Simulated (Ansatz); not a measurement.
Density of states of Sc2Al (P6_3/mmc, a = 4.888 Å, b = 4.888 Å, c = 6.163 Å, α = 90.00°, β = 90.00°, γ = 120.00°), in states per eV and primitive cell, averaged over bins of 0.5 eV. Method: DFT r2SCAN, scalar-relativistic, plane waves, PAW (Ansatz 0.2.0).

Settings: cutoff 500 eV, Γ-centred mesh 12×12×6 on the computed 6-atom cell, Gaussian smearing of 0.10 eV; no spin polarisation.

The cell is relaxed at this level. The states (both spins) are summed by tetrahedra on a 18×18×9 mesh at the self-consistent density. Energies are bin centres; the table starts no lower than −8 eV and ends at 6 eV, or lower where the solved bands end.

It is a metal at this level.

```
E − E_F (eV) total Sc 3d Al 3p Sc 4s Al 3s
       -7.40   0.31   0.00   0.01   0.20   0.09
       -6.90   0.70   0.01   0.05   0.39   0.22
       -6.40   1.00   0.04   0.09   0.46   0.37
       -5.90   1.56   0.12   0.15   0.54   0.70
       -5.40   2.31   0.40   0.19   0.43   1.23
       -4.90   2.12   0.60   0.10   0.16   1.20
       -4.40   0.00   0.00   0.00   0.00   0.00
       -3.90   0.21   0.04   0.10   0.06   0.01
       -3.40   2.46   0.55   1.11   0.57   0.13
       -2.90   2.61   0.75   1.20   0.38   0.18
       -2.40   2.46   0.85   1.06   0.33   0.13
       -1.90   3.71   1.56   1.61   0.37   0.07
       -1.40   5.15   2.38   2.27   0.27   0.06
       -0.90   7.19   4.19   2.52   0.16   0.04
       -0.40   2.31   1.74   0.33   0.10   0.02
        0.10   7.92   6.86   0.44   0.16   0.02
        0.60   5.55   4.97   0.20   0.12   0.03
        1.10   4.11   3.65   0.15   0.17   0.01
        1.60   7.27   6.42   0.41   0.16   0.05
        2.10   9.04   7.81   0.35   0.32   0.09
        2.60  10.53   9.21   0.37   0.35   0.08
```

The columns after the total are the main Löwdin projections on the occupied valence shells of the potentials; 2 others are left out. The rest of the total lies in those, in shells that are empty in the free atom, which aren't projected, and between the atoms.

Whether Sc2Al exists in this form wasn't checked.